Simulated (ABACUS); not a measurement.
**AgCl (Chlorargyrite) under changes of volume**

One of the cells (20.458 Å³/atom); the others are scaled copies at fixed shape and fractional positions:

```
Ag Cl
1.0
     0.00000    2.73500    2.73500
     2.73500    0.00000    2.73500
     2.73500    2.73500    0.00000
Ag Cl
1 1
Direct
  0.00000 0.00000 0.00000
  0.50000 0.50000 0.50000
```

```yaml
Program: ABACUS 3.10.1
Functional: PBEsol
Potentials_or_basis: PseudoDojo NC SR 0.4.1 PBEsol standard
Cutoff: 1116 eV
Density_cutoff: 4463 eV
Basis: plane waves
k_mesh: 8 × 8 × 8
Occupations: fermi-dirac, width 0.05 eV
Spin: no spin polarisation
```

```csv
volume (Å³/atom),energy over the lowest point (meV/atom),pressure (GPa)
19.231,?,?
19.640,2.79,1.7
20.049,0.00,0.4
20.458,0.30,-0.8
20.868,3.31,-1.8
21.277,8.71,-2.6
21.686,16.22,-3.4
```

What does the run at 19.231 Å³/atom give?

Energy over the lowest point 9.07 meV/atom; pressure 3.1 GPa.

Worked out: A Birch-Murnaghan fit of order 3 (a polynomial in V^(-2/3)) to the other rows has its minimum at 20.21 Å³/atom with B0 = V·E''(V) = 57 GPa and B' = 5.2. It gives 9.06 meV/atom at 19.231 Å³/atom, against the run's 9.07, and -dE/dV = 3.2 GPa, against 3.1.

Energies are extrapolated to zero smearing.
